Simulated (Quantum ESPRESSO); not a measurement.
Runs of Quantum ESPRESSO 7.5 on Pb. The structure is monoclinic, space group C2/m (No. 12). Conventional cell: a = 6.077 Å, b = 3.501 Å, c = 6.452 Å, α = 90.00°, β = 109.14°, γ = 90.00°. Around Pb (site symmetry m) lie 10 Pb at 3.34 to 3.51 Å. This isn't the form of Pb at room conditions, which is fcc.

```csv
task,level,potentials or basis,cell,k mesh,cutoff (eV),SCF threshold,symmetry,form of the LDA correlation,mesh quality,gap on the mesh (eV),pressure (GPa),V0 of scaled cells (Å³/atom),B0 (GPa),largest force (eV/Å)
band structure,PBEsol,GBRV 1.5 PBEsol,as given,9 × 9 × 5,612,4e-10 Ry,-,-,not flagged,none,-2.0,-,-,0.14
equation of state,r2SCAN,SG15 PBE 1.2,as given,5 × 5 × 3,762,1e-08 Ry,off,-,coarse,-,-,(a),43,-
single point,PBEsol,GBRV 1.5 PBEsol,"atoms moved at random, drawn with an rms of 0.05 Å",9 × 9 × 5,612,4e-10 Ry,-,-,not flagged,none,-2.1,-,-,0.20
single point,PBEsol,GBRV 1.5 PBEsol,as given,9 × 9 × 5,612,4e-10 Ry,-,-,not flagged,none,-2.0,-,-,0.14
single point,PBE,SSSP 1.3 efficiency PBE,as given,9 × 9 × 5,748,4e-10 Ry,-,-,not flagged,none,(b),-,-,0.08
equation of state,PBEsol,GBRV 1.5 PBEsol,as given,9 × 9 × 5,612,4e-10 Ry,-,-,not flagged,-,-,30.97,46,-
```

Alike in all rows: no spin polarisation; smearing fermi-dirac 0.05 eV.

Q: Fill in the values left out.

A: (a) 31.28; (b) 0.7.

Caveats: some runs use coarse meshes; the cell was scaled at fixed shape and fractional positions, which overstates the stiffness of a crystal with free parameters, most of all of layers and chains (some runs); some levels on the path didn't converge (some runs); spin-orbit coupling is left out, which moves the levels of the heavy elements (some runs); the potentials were made for another functional, which shifts forces and pressure (some runs).

A k mesh can miss the band edges, and the runs leave out spin-orbit coupling on Pb.

A gap of «none» marks a metal or a gap under the smearing width.
